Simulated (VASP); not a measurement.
# GaN (Fm-3m) in VASP: further runs, part 2 of 3

VASP 6.6.1. Earlier steps stand in the parts before.

## Step 4: G0W0 quasiparticle levels, PBE

Input file POSCAR:

```
GaN
1.0
    0.0000000000      2.1352350000      2.1352350000
    2.1352350000      0.0000000000      2.1352350000
    2.1352350000      2.1352350000      0.0000000000
Ga N
1 1
Direct
    0.0000000000      0.0000000000      0.0000000000
    0.5000000000      0.5000000000      0.5000000000
```

Input file INCAR.step1:

```
SYSTEM = GaN
ALGO = Normal ; EDIFF = 1E-8
ENCUT = 450 ; GGA = PE
ISMEAR = 0 ; LASPH = .TRUE.
LCHARG = .FALSE. ; LREAL = .FALSE.
LWAVE = .TRUE. ; NELM = 80
PREC = Accurate ; SIGMA = 0.01
```

Input file INCAR.step2:

```
SYSTEM = GaN
ALGO = Exact ; EDIFF = 1E-8
ENCUT = 450 ; GGA = PE
ISMEAR = 0 ; ISTART = 1
LASPH = .TRUE. ; LCHARG = .FALSE.
LOPTICS = .TRUE. ; LREAL = .FALSE.
LWAVE = .TRUE. ; NBANDS = 55
NELM = 1 ; PREC = Accurate
SIGMA = 0.01
```

Input file INCAR.step3:

```
SYSTEM = GaN
ALGO = EVGW0 ; EDIFF = 1E-8
ENCUT = 450 ; ENCUTGW = 150
GGA = PE ; ISMEAR = 0
ISTART = 1 ; LASPH = .TRUE.
LCHARG = .FALSE. ; LREAL = .FALSE.
LWAVE = .FALSE. ; NBANDS = 55
NBANDSGW = 17 ; NELMGW = 1
NOMEGA = 72 ; PREC = Accurate
PRECFOCK = Fast ; SIGMA = 0.01
```

Input file KPOINTS:

```
k-points
0
G
  3 3 3
  0 0 0
```

Potentials or basis: VASP PAW PBE potentials, release 64 (Ga_d_GW, N_GW).

Run with:

```console
$ cat potpaw_PBE.64/Ga_d_GW/POTCAR potpaw_PBE.64/N_GW/POTCAR > POTCAR
$ cp INCAR.step1 INCAR
$ mpirun -np 1 vasp_std > vasp.out
$ cp INCAR.step2 INCAR
$ mpirun -np 1 vasp_std > vasp.out
$ cp INCAR.step3 INCAR
$ mpirun -np 1 vasp_std > vasp.out
```

OUTCAR:

```text
SYSTEM = GaN
   EDIFF = 1E-8
   ENCUT = 450
   ENCUTGW = 150
   GGA = PE
   ISMEAR = 0
   ISTART = 1
   LASPH = .TRUE.
   LREAL = .FALSE.
   NELMGW = 1
   PREC = Accurate
   PRECFOCK = Fast

 Found      4 irreducible k-points:

 Following reciprocal coordinates:
            Coordinates               Weight
  0.000000  0.000000  0.000000      1.000000
  0.333333  0.000000  0.000000      8.000000
  0.333333  0.333333  0.000000      6.000000
 -0.333333  0.333333  0.000000     12.000000
[... 59 lines left out ...]
   ENCUTGWSOFT         = 120.0    soft cutoff for Coulomb kernel in GW response function in eV
   ENCUTLF             =  -1.0    cutoff for local field effects
   NELMGW              =     1    number of iterations in solving QP/BSE equation
   NELMHF              =     1    number of iterations in the inner HF iteration
   NKREDLFX            =     1    NKREDLFY  =   1   NKREDLFZ  =   1
 non-spin polarized calculation
 Gauss-broadening in eV      SIGMA  =   0.01
  energy-cutoff  :      450.00
  volume of cell :       19.47
 maximum number of plane-waves:       432
 NGX is ok and might be reduce to    24
  NGX = 12; NGY = 12; NGZ = 12
   NGX = 11   NGY = 11   NGZ = 11
 maximum number of plane-waves:        84

 QP shifts <psi_nk| G(iteration)W_0 |psi_nk>: iteration 1
 for sc-GW calculations column KS-energies equals QP-energies in previous step
 and V_xc(KS)=  KS-energies - (<T + V_ion + V_H > + <T+V_H+V_ion>^1  + <V_x>^1)

 k-point   1 :       0.0000    0.0000    0.0000
  band No.  KS-energies  QP-energies   sigma(KS)   V_xc(KS)     V^pw_x(r,r')   Z            occupation Imag(sigma)

      1      -9.5375     -10.4403     -15.5270     -14.4207     -24.1393       0.8160       2.0000       1.4893
      2      -6.8856      -9.5685     -25.3372     -21.6617     -35.0060       0.7299       2.0000       0.1661
      3      -6.8856      -9.5685     -25.3372     -21.6617     -35.0060       0.7299       2.0000       0.1661
      4      -6.8856      -9.5685     -25.3372     -21.6617     -35.0060       0.7299       2.0000       0.1661
      5      -6.7936      -9.5227     -25.6073     -21.8539     -35.4739       0.7271       2.0000       0.2084
      6      -6.7936      -9.5227     -25.6073     -21.8539     -35.4739       0.7271       2.0000       0.2084
[... 59 lines left out ...]
      3      -6.8688      -9.5460     -25.4235     -21.7285     -35.3046       0.7245       2.0000       0.2224
      4      -6.8067      -9.4817     -25.3191     -21.6603     -34.9837       0.7311       2.0000       0.1757
      5      -6.6877      -9.4027     -25.5986     -21.9038     -35.3089       0.7348       2.0000       0.1618
      6      -4.5079      -5.9461     -20.8511     -18.9228     -29.2230       0.7458       2.0000       0.6274
[... 9 lines left out ...]
     16      30.1108      30.7785     -11.1833     -12.0552      -3.8149       0.7658       0.0000      -0.9830
     17      34.9389      35.9064     -12.1787     -13.3243      -4.4134       0.8446       0.0000      -1.4863
```

OUTCAR.step1:

```text
SYSTEM = GaN
   EDIFF = 1E-8
   ENCUT = 450
   GGA = PE
   ISMEAR = 0
   LASPH = .TRUE.
   LREAL = .FALSE.
[... 171 lines left out ...]
      0.00000      0.00000      0.00000         0.000000      0.000000     -0.000000
      2.13524      2.13524      2.13524         0.000000      0.000000      0.000000
 -----------------------------------------------------------------------------------
    total drift:                                0.000000     -0.000000     -0.000000

  FREE ENERGIE OF THE ION-ELECTRON SYSTEM (eV)
  ---------------------------------------------------
  free  energy   TOTEN  =       -10.6773696968 eV

  energy  without entropy=      -10.6773696968  energy(sigma->0) =      -10.67736970
```

OUTCAR.step2:

```text
SYSTEM = GaN
   EDIFF = 1E-8
   ENCUT = 450
   GGA = PE
[... 539 lines left out ...]
  --------------------------------------------------------------------------------------------------------------
     0.00000    21.39925    21.39925    21.39925    -0.00000    -0.00000     0.00000
     1.30295    25.72234    25.72234    25.72234    -0.00000    -0.00000     0.00000
     2.60589     1.63671     1.63671     1.63671    -0.00000    -0.00000     0.00000
     3.90884    30.48815    30.48815    30.48815    -0.00000    -0.00000     0.00000
     5.21179    14.06470    14.06470    14.06470    -0.00000    -0.00000     0.00000
     6.51473   -11.75416   -11.75416   -11.75416     0.00000     0.00000    -0.00000
[... 92 lines left out ...]
   127.68875     0.92778     0.92778     0.92778     0.00000     0.00000    -0.00000
   128.99170     0.92964     0.92964     0.92964     0.00000     0.00000    -0.00000
```

Run time: 7.9 s. Hardware: 1 thread of Intel Xeon 6975P-C (Granite Rapids), shared host; peak memory 0.15 GiB.

These settings aren't checked as converged: the numbers below hold their error.

Results:

* Band gap on the k mesh, mean-field level: 2.07 eV, indirect (least direct gap 2.26 eV)
* Quasiparticle gap: 2.98 eV
* Least direct quasiparticle gap: 3.14 eV

Caveat: the k mesh is coarse (spacing up to 0.85 Å⁻¹), so the values aren't converged; bands, screening cutoff and mesh are small and nothing is extrapolated, so the quasiparticle values aren't converged; an odd mesh through Γ misses points on the zone boundary, where band edges often lie.

## Step 5: G0W0 quasiparticle levels, PBE

POSCAR is that of step 4.

INCAR.step1 is that of step 4.

INCAR.step2 is that of step 4.

Input file INCAR.step3:

```
SYSTEM = GaN
ALGO = EVGW0 ; EDIFF = 1E-8
ENCUT = 450 ; ENCUTGW = 200
GGA = PE ; ISMEAR = 0
ISTART = 1 ; LASPH = .TRUE.
LCHARG = .FALSE. ; LREAL = .FALSE.
LWAVE = .FALSE. ; NBANDS = 55
NBANDSGW = 17 ; NELMGW = 1
NOMEGA = 48 ; PREC = Accurate
PRECFOCK = Fast ; SIGMA = 0.01
```

KPOINTS is that of step 4.

Potentials or basis: VASP PAW PBE potentials, release 64 (Ga_d_GW, N_GW).

Run with:

```console
$ cat potpaw_PBE.64/Ga_d_GW/POTCAR potpaw_PBE.64/N_GW/POTCAR > POTCAR
$ cp INCAR.step1 INCAR
$ mpirun -np 1 vasp_std > vasp.out
$ cp INCAR.step2 INCAR
$ mpirun -np 1 vasp_std > vasp.out
$ cp INCAR.step3 INCAR
$ mpirun -np 1 vasp_std > vasp.out
```

OUTCAR:

```text
SYSTEM = GaN
   EDIFF = 1E-8
   ENCUT = 450
   ENCUTGW = 200
   GGA = PE
   ISMEAR = 0
   ISTART = 1
   LASPH = .TRUE.
   LREAL = .FALSE.
   NELMGW = 1
   PREC = Accurate
   PRECFOCK = Fast

 Found      4 irreducible k-points:

 Following reciprocal coordinates:
            Coordinates               Weight
  0.000000  0.000000  0.000000      1.000000
  0.333333  0.000000  0.000000      8.000000
  0.333333  0.333333  0.000000      6.000000
 -0.333333  0.333333  0.000000     12.000000
   k-points           NKPTS =      4   k-points in BZ     NKDIM =     27   number of bands    NBANDS=     55
   number of dos      NEDOS =    301   number of ions     NIONS =      2
   total plane-waves  NPLWV =  13824
   dimension x,y,z NGX =    24 NGY =   24 NGZ =   24
   dimension x,y,z NGXF=    48 NGYF=   48 NGZF=   48
   ions per type =               1   1
   NGX,Y,Z   is equivalent  to a cutoff of  13.21, 13.21, 13.21 a.u.
   NGXF,Y,Z  is equivalent  to a cutoff of  26.43, 26.43, 26.43 a.u.
 SYSTEM =  GaN
   PREC   = accura    normal or accurate (medium, high low for compatibility)
   ISTART =      1    job   : 0-new  1-cont  2-samecut
   ICHARG =      0    charge: 1-file 2-atom 10-const
   ISPIN  =      1    spin polarized calculation?
   LNONCOLLINEAR =      F non collinear calculations
   LSORBIT =      F    spin-orbit coupling
   LASPH  =      T    aspherical Exc in radial PAW
   ENCUT  =  450.0 eV  33.07 Ry    5.75 a.u.   5.22  5.22  5.22*2*pi/ulx,y,z
   NELM   =     60;   NELMIN=  2; NELMDL=  0     # of ELM steps
   EDIFF  = 0.1E-07   stopping-criterion for ELM
   LREAL  =      F    real-space projection
   EDIFFG = 0.1E-06   stopping-criterion for IOM
   NSW    =      0    number of steps for IOM
   IBRION =     -1    ionic relax: 0-MD 1-quasi-New 2-CG
   NFREE  =      0    steps in history (QN), initial steepest desc. (CG)
   ISIF   =      0    stress and relaxation
   ISYM   =      3    0-nonsym 1-usesym 2-fastsym
   POTIM  = 0.5000    time-step for ionic-motion
   TEBEG  =    0.0;   TEEND  =   0.0 temperature during run
   PSTRESS=    0.0 pullay stress
   NELECT =      18.0000    total number of electrons
   NUPDOWN=      -1.0000    fix difference up-down
   EMIN   =  10.00;   EMAX   =-10.00  energy-range for DOS
   EFERMI =   0.00;   METHOD = LEGACY
   ISMEAR =     0;   SIGMA  =   0.01  broadening in eV -4-tet -1-fermi 0-gaus
   EFERMI_NEDOS =   21; number of points for ismear=-14 and -15
   IALGO  =     38    algorithm
   IMIX   =      4    mixing-type and parameters
     AMIX     =   0.40;   BMIX     =  1.00
     AMIX_MAG =   1.60;   BMIX_MAG =  1.00
  volume/ion in A,a.u.               =       9.74        65.70
  Fermi-wavevector in a.u.,A,eV,Ry     =   1.594814  3.013761 34.605481  2.543431
  Thomas-Fermi vector in A             =   2.692830
   LORBIT       =      0    0 simple, 1 ext, 2 COOP (PROOUT), +10 PAW based schemes
   GGA     = PE    functional components
   LHFCALC =     T    Hartree Fock is set to
   PRECFOCK=fast      Normal, Fast or Accurate (Low or Medium for compatibility)
   ENCUT4O =  -1.0   cutoff for four orbital integrals eV
   NKREDX  =     1    reduce k-point grid by
   NKREDY  =     1    reduce k-point grid by
   NKREDZ  =     1    reduce k-point grid by
   AEXX    =    1.0000 exact exchange contribution
   HFSCREEN=    0.0000 screening length (either q_TF or 0.3 A-1)
   HFSCREENC=   0.0000 screening length for correlation (either q_TF or 0.3 A-1)
   ENCUTFOCK=  -1.0 apply spherical cutoff to Coloumb kernel
   IVDW    =     0    specifies the selected vdW correction
   LEPSILON=     F    determine dielectric tensor
   LRPA    =     F    only Hartree local field effects (RPA)
   LRPAFORCE           =     F    calculate RPA forces
   ENCUTGW             = 200.0    cutoff for response function in eV
   ENCUTGWSOFT         = 160.0    soft cutoff for Coulomb kernel in GW response function in eV
   ENCUTLF             =  -1.0    cutoff for local field effects
   NELMGW              =     1    number of iterations in solving QP/BSE equation
   NELMHF              =     1    number of iterations in the inner HF iteration
   NKREDLFX            =     1    NKREDLFY  =   1   NKREDLFZ  =   1
 non-spin polarized calculation
 Gauss-broadening in eV      SIGMA  =   0.01
  energy-cutoff  :      450.00
  volume of cell :       19.47
 maximum number of plane-waves:       432
 NGX is ok and might be reduce to    24
  NGX = 12; NGY = 12; NGZ = 12
   NGX = 11   NGY = 11   NGZ = 11
 maximum number of plane-waves:       137

 QP shifts <psi_nk| G(iteration)W_0 |psi_nk>: iteration 1
 for sc-GW calculations column KS-energies equals QP-energies in previous step
 and V_xc(KS)=  KS-energies - (<T + V_ion + V_H > + <T+V_H+V_ion>^1  + <V_x>^1)

 k-point   1 :       0.0000    0.0000    0.0000
  band No.  KS-energies  QP-energies   sigma(KS)   V_xc(KS)     V^pw_x(r,r')   Z            occupation Imag(sigma)

      1      -9.5375     -10.4344     -15.6122     -14.4207     -24.1393       0.7527       2.0000       1.5332
      2      -6.8856      -9.3972     -25.1123     -21.6617     -35.0060       0.7278       2.0000       0.2464
      3      -6.8856      -9.3972     -25.1123     -21.6617     -35.0060       0.7278       2.0000       0.2464
      4      -6.8856      -9.3972     -25.1123     -21.6617     -35.0060       0.7278       2.0000       0.2464
      5      -6.7936      -9.3555     -25.3664     -21.8539     -35.4739       0.7294       2.0000       0.2833
      6      -6.7936      -9.3555     -25.3664     -21.8539     -35.4739       0.7294       2.0000       0.2833
[... 9 lines left out ...]
     16      22.6723      23.4336     -11.5962     -12.5947      -4.4060       0.7624       0.0000      -0.6175
     17      23.3076      23.4153      -8.8478      -8.9870      -2.3546       0.7739       0.0000      -0.3805

 k-point   2 :       0.3333    0.0000    0.0000
  band No.  KS-energies  QP-energies   sigma(KS)   V_xc(KS)     V^pw_x(r,r')   Z            occupation Imag(sigma)

      1      -7.6676      -8.5397     -16.8112     -15.5741     -25.1862       0.7049       2.0000       1.1342
      2      -6.9641      -9.4490     -25.0400     -21.6025     -35.0834       0.7229       2.0000       0.2938
      3      -6.9641      -9.4490     -25.0400     -21.6025     -35.0834       0.7229       2.0000       0.2938
      4      -6.9019      -9.2275     -24.2716     -21.0538     -33.9942       0.7227       2.0000       0.3330
      5      -6.7247      -9.2652     -25.3603     -21.8788     -35.3416       0.7297       2.0000       0.2514
      6      -6.7247      -9.2652     -25.3603     -21.8788     -35.3416       0.7297       2.0000       0.2514
[... 9 lines left out ...]
     16      26.4436      27.0085     -11.6167     -12.3249      -5.1568       0.7976       0.0000      -0.5984
     17      32.8236      33.4520     -10.7948     -11.5740      -3.2433       0.8065       0.0000      -1.2843

 k-point   3 :       0.3333    0.3333    0.0000
  band No.  KS-energies  QP-energies   sigma(KS)   V_xc(KS)     V^pw_x(r,r')   Z            occupation Imag(sigma)

      1      -8.2414      -9.8101     -20.5091     -18.2900     -29.9335       0.7069       2.0000       0.8207
      2      -7.0062      -9.4839     -24.8897     -21.4682     -34.7429       0.7241       2.0000       0.2516
      3      -6.7184      -9.2886     -25.4529     -21.9390     -35.5847       0.7314       2.0000       0.2843
      4      -6.7057      -9.2421     -25.3330     -21.8684     -35.2663       0.7321       2.0000       0.2446
      5      -6.7057      -9.2421     -25.3330     -21.8684     -35.2663       0.7321       2.0000       0.2446
      6      -5.6748      -7.2803     -20.8382     -18.6039     -29.5239       0.7186       2.0000       0.6433
[... 9 lines left out ...]
     16      33.7031      34.5779     -11.2782     -12.3382      -4.0704       0.8253       0.0000      -1.2783
     17      33.7031      34.5779     -11.2782     -12.3382      -4.0704       0.8253       0.0000      -1.2783

 k-point   4 :      -0.3333    0.3333    0.0000
  band No.  KS-energies  QP-energies   sigma(KS)   V_xc(KS)     V^pw_x(r,r')   Z            occupation Imag(sigma)

      1      -7.8768      -9.7416     -22.2095     -19.5696     -31.9333       0.7064       2.0000       0.6178
      2      -6.9394      -9.4047     -24.8264     -21.4323     -34.6613       0.7263       2.0000       0.2657
      3      -6.8688      -9.3823     -25.1884     -21.7285     -35.3046       0.7265       2.0000       0.3012
      4      -6.8067      -9.3104     -25.0962     -21.6603     -34.9837       0.7287       2.0000       0.2552
      5      -6.6877      -9.2314     -25.3702     -21.9038     -35.3089       0.7338       2.0000       0.2406
      6      -4.5079      -5.9017     -20.8028     -18.9228     -29.2230       0.7414       2.0000       0.7193
[... 9 lines left out ...]
     16      30.1108      30.8333     -11.1276     -12.0552      -3.8149       0.7789       0.0000      -1.0676
     17      34.9389      35.9296     -12.1162     -13.3243      -4.4134       0.8202       0.0000      -1.5264
```

Wall time 8.6 s (1 thread of Intel Xeon 6975P-C (Granite Rapids), shared host); peak memory 0.16 GiB.

These settings aren't checked as converged: the numbers below hold their error.

Results:

```
Band gap on the k mesh, mean-field level : 2.07 eV, indirect (least direct gap 2.26 eV)
Quasiparticle gap                        : 2.99 eV
Least direct quasiparticle gap           : 3.16 eV
```

Caveat: the k mesh is coarse (spacing up to 0.85 Å⁻¹), so the values aren't converged; bands, screening cutoff and mesh are small and nothing is extrapolated, so the quasiparticle values aren't converged; an odd mesh through Γ misses points on the zone boundary, where band edges often lie.

(Part 2 of 3 ends here.)
